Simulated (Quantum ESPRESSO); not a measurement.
## Fixed-spin-moment curve of CoO

Wanted: E(M) for CoO from a parallel start.

Calculated with Quantum ESPRESSO 7.5; LDA with U = 3.5 eV on Co d (ortho-atomic projectors); plane waves with GBRV 1.5 LDA potentials, no spin-orbit coupling.

Report form: the programs' logs are mostly left out.

**1. The structure**

It takes space group I4/mmm (No. 139, tetragonal). The conventional cell has a = 3.016 Å, b = 3.016 Å, c = 4.214 Å, α = 90.00°, β = 90.00°, γ = 90.00°. Nearest to Co lie 6 O at 2.11 to 2.13 Å. Nearest to O lie 6 Co at 2.11 to 2.13 Å. Farther neighbours and most contacts between anions are not listed.

The cell comes from the Crystallography Open Database.

**2. The free run**

The input, pw.in:

```
&CONTROL
  calculation = 'scf'
  prefix = 'pwscf'
  outdir = './tmp'
  pseudo_dir = './pseudo'
  disk_io = 'nowf'
/
&SYSTEM
  ibrav = 0
  celldm(1) = 8
  nat = 2
  ntyp = 2
  ecutwfc = 40
  ecutrho = 280
  nbnd = 20
  occupations = 'smearing'
  smearing = 'fd'
  degauss = 0.00999582
  nspin = 2
  starting_magnetization(1) = 0.1765
  starting_magnetization(2) = 0
/
&ELECTRONS
  conv_thr = 4d-09
  electron_maxstep = 150
  mixing_beta = 0.3
/
ATOMIC_SPECIES
Co     58.9332 co_lda_v1.2.uspp.F.UPF
O      15.9990 o_lda_v1.2.uspp.F.UPF
CELL_PARAMETERS alat
  -0.3562133744920    0.3562133744920    0.4977650903806
   0.3562133744920   -0.3562133744920    0.4977650903806
   0.3562133744920    0.3562133744920   -0.4977650903806
ATOMIC_POSITIONS crystal
Co      0.0000000000    0.0000000000    0.0000000000
O       0.5000000000    0.5000000000    0.0000000000
K_POINTS automatic
10 10 10 0 0 0
HUBBARD {ortho-atomic}
U Co-3d 3.5000
```

The run is started by

```bash
> OMP_NUM_THREADS=1 mpirun -n 2 pw.x -nk 2 -in pw.in > pw.out
```

The job ended after 28 s (2 MPI ranks of Arm Neoverse V1, shared host; peak memory 0.18 GiB; 56 s of CPU time).

Spin moment in the atom's sphere by atom:

| atom | spin moment in the atom's sphere (μB) |
| --- | --- |
| Co1 | 2.53 |
| O2 | 0.27 |

This step gave:

* smearing term TS: 0.1778 eV
* magnetization: 2.919 μB
* absolute magnetization: 2.936 μB
* final state: ferromagnetic

**3. Moment fixed at 0 μB**

The two spin channels are filled to separate Fermi energies, so that the total moment meets the target. Half of the up one less the down one is the slope dE/dM.

Edit pw.in of step 2 so:

```diff
@@ -19,4 +19,5 @@
   nspin = 2
-  starting_magnetization(1) = 0.1765
+  starting_magnetization(1) = 0.0088
   starting_magnetization(2) = 0
+  tot_magnetization = 0
 /
```

Run time: 29 s. Hardware: 2 MPI ranks; peak memory 0.18 GiB.

Read from the output:

| Item | Value |
| --- | --- |
| magnetization | 0 μB |
| absolute magnetization | 0 μB |
| half the difference of the two Fermi energies | 0 meV |
| largest moment | 0 μB |

**4. Moment fixed at 0.394 μB**

Edit pw.in of step 3 so:

```diff
@@ -19,5 +19,5 @@
   nspin = 2
-  starting_magnetization(1) = 0.0088
+  starting_magnetization(1) = 0.0232
   starting_magnetization(2) = 0
-  tot_magnetization = 0
+  tot_magnetization = 0.394
 /
```

Run time: 27 s. Hardware: 2 MPI ranks; peak memory 0.18 GiB; 54 s of CPU time.

Spin moment in the atom's sphere by atom:

| atom | spin moment in the atom's sphere (μB) |
| --- | --- |
| Co1 | 0.444 |
| O2 | -0.075 |

Numbers from this step:

* magnetization: 0.394 μB
* absolute magnetization: 0.554 μB
* half the difference of the two Fermi energies: -433.7 meV

**5. Moment fixed at 0.788 μB**

Edit pw.in of step 4 so:

```diff
@@ -14,3 +14,3 @@
   ecutrho = 280
-  nbnd = 20
+  nbnd = 21
   occupations = 'smearing'
@@ -19,5 +19,5 @@
   nspin = 2
-  starting_magnetization(1) = 0.0232
+  starting_magnetization(1) = 0.0464
   starting_magnetization(2) = 0
-  tot_magnetization = 0.394
+  tot_magnetization = 0.788
 /
```

The job ended after 39 s (2 MPI ranks; peak memory 0.18 GiB; 78 s of CPU time).

Read from the output:

```
magnetization                                 : 0.788 μB
absolute magnetization                        : 1.067 μB
half the difference of the two Fermi energies : -743.3 meV
largest moment                                : 0.8674 μB
```

**6. E(M)**

The runs not shown differ in the target, the start and the number of states alone. The point at 2.92 μB is the free run, entered with slope zero.

Table of energy over the lowest by total spin moment:

```csv
total spin moment (μB a cell),energy over the lowest (meV a cell)
0.00,611
0.39,524
0.79,284
1.18,120
1.58,124
1.97,92.9
2.36,47.4
2.76,7.21
2.92,0
3.15,260
3.55,1298
3.94,2546
```

Table of dE/dM by total spin moment:

```
total spin moment (μB a cell)  dE/dM (meV/μB)
                         0.00         -0.0150
                         0.39            -434
                         0.79            -743
                         1.18            45.5
                         1.58           -35.8
                         1.97            -110
                         2.36            -115
                         2.76           -74.9
                         2.92               0
                         3.15            2173
                         3.55            2953
                         3.94            3365
```

The largest site moment by total spin moment:

```csv
total spin moment (μB a cell),largest site moment (μB)
0.00,1.6e-5
0.39,0.444
0.79,0.867
1.18,1.25
1.58,1.59
1.97,1.90
2.36,2.19
2.76,2.44
2.92,2.53
3.15,2.64
3.55,2.78
3.94,2.94
```

**7. Results**

* moment of the free run: 2.92 μB a cell
* energy at zero total moment: 611 meV a cell over the lowest
* ΔE/ΔM² from the lowest point to 3.15 and to 2.76 μB: 4773 and 280 meV/μB²

At zero total moment the site moments vanish, so the 611 meV a cell is the energy of forming them, the change of the Hubbard energy included. The curve has 2 minima, at 1.2 and 2.9 μB, 120 meV a cell apart; under a U the points can lie on different orbital solutions. The cell holds one seeded atom, so opposed orders, which may lie lower, cannot form in it. Energies are free energies at an electronic temperature of 1580 K, which lowers moments and differences where the moments are itinerant. The smearing term is large for its width, so states at the Fermi level are partly filled: at this level the cell is a metal or has a gap of a few widths at most. Degenerate orbitals of a corrected shell are partly filled. Whether a state of lower symmetry lies under this one was not tested; under a U it often does.

[Logs and program files are shortened in this print: banners, set-up blocks, solver, clock and traceback lines can be left out without a mark of their own.]

[Logs are printed without paths, hosts, clocks, repeated set-up lines and the standing remarks that a program may print on its own settings, such as how far it seeks lower states.]

[Hosts, paths, dates, database ids (printed as entryN), source tags and the programs' standing remarks are cut or masked in the printed files.]

[Where a cell is said to come from a database of computed structures, the database is the Materials Project.]
